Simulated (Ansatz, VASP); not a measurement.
# Zn: VASP beside Ansatz

```
CELL_PARAMETERS angstrom
0.00982 1.96478 1.96478
1.96478 0.00982 1.96478
1.97460 1.97460 0.00000
ATOMIC_POSITIONS crystal
Zn 0.00000 0.00000 0.00000
```

Change from the starting cell: strain = 0.01.

Alike in both runs: task single point; functional PBE; k mesh 12 × 12 × 12; occupations fermi-dirac, width 0.05 eV; no spin polarisation.

|  | VASP | Ansatz |
| --- | --- | --- |
| version | VASP 6.6.1 | Ansatz 0.2.0 |
| potentials or method | VASP PAW PBE potentials, release 64 (Zn) | Ansatz PAW |
| plane-wave cutoff (eV) | 520 | 420 |
| valence electrons in the cell | 12 | 12 |

Ansatz gave:

```
gap on the k mesh at the Fermi level (eV)       : none
pressure (GPa)                                  : -0.1
largest component of the traceless stress (GPa) : 0.32
```

Task: Estimate VASP's values.

Result: gap on the k mesh at the Fermi level (eV): none; pressure (GPa): 0.1; largest component of the traceless stress (GPa): 0.31.

A gap of «none» marks a metal or a gap that the smearing closes. With one functional, cell and mesh, what is left measures potentials, basis and numerics.
